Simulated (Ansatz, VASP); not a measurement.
Two plane-wave programs on TiSi2

```xyz
6
Lattice="1.7651 -6.7593 0.0000 1.7651 6.7593 0.0000 0.0000 0.0000 3.5652" Properties=species:S:1:pos:R:3 pbc="T T T"
Ti    1.7651   -5.3653    2.6739
Ti    1.7651    5.3653    0.8913
Si    1.7651   -0.7875    2.6739
Si    1.7651    0.7875    0.8913
Si    1.7651    3.3839    2.6739
Si    1.7651   -3.3839    0.8913
```

The cell comes from a database or a generator and needn't be the stable form of this composition.

Alike in both runs: task single point; functional LDA; k mesh 6 × 6 × 6; occupations gaussian, width 0.1 eV; no spin polarisation.

```csv
,VASP,Ansatz
version,VASP 6.6.1,Ansatz 0.2.0
potentials or method,"VASP PAW LDA potentials, release 64 (Ti_sv, Si)","scalar-relativistic, plane waves, PAW"
plane-wave cutoff (eV),520,420
valence electrons in the cell,40,40
```

```tsv
	VASP	Ansatz	Ansatz less VASP
gap on the k mesh at the Fermi level (eV)	none	none	-
pressure (GPa)	-5.2	-5.4	-0.14
largest component of the traceless stress (GPa)	0.21	0.23	+0.027
rms of the force components (eV/Å)	0.046	0.047	+0.0015
```

Atom by atom the forces differ by 0.002 eV/Å (rms over components). A gap of «none» marks a metal or a gap that the smearing closes. Ansatz warned: «pseudo_functional_mismatch».
